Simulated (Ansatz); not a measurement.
Rocksalt NaH, relaxed with r2SCAN: space group Fm-3m (No. 225), cubic; a = 4.795 Å in the conventional setting, 13.78 Å³ an atom. Na is surrounded by 6 H at 2.40 Å; H is surrounded by 6 Na at 2.40 Å. One-shot G0W0@PBE in Ansatz on a 4×4×4 mesh (contour deformation, no spin-orbit coupling), from a PBE gap of 3.803 eV over the mesh points (the G0W0 gap is indirect on the mesh); the number N of bands summed and the screening cutoff rise together. Calculated for a static, non-magnetic cell.

```
  N  cutoff (eV)  1000/N  G0W0 gap (eV)
 49           80  20.408          5.869
108          140   9.259          5.981
```

**Question.** Lay a straight line in 1000/N through these rows.

**Answer.** The slope is -0.0100 eV per unit of 1000/N and the intercept 6.074 eV.

**Question.** Predict the gap at N = 195 (210 eV).

**Answer.** 6.074 + (-0.0100) × 5.128 = 6.023 eV; the run gives 6.036 eV, +0.013 eV from the line.

**Question.** With that run's result added, what limit do the last two rows suggest?

**Answer.** Their slope is (6.036 − 5.981)/(5.128 − 9.259) = -0.0133, which meets 1/N = 0 at 6.10 eV, against 6.074 eV from the first line. The slope steepens, so 1/N isn't yet asymptotic and the true limit probably lies higher still; the k mesh isn't extrapolated.
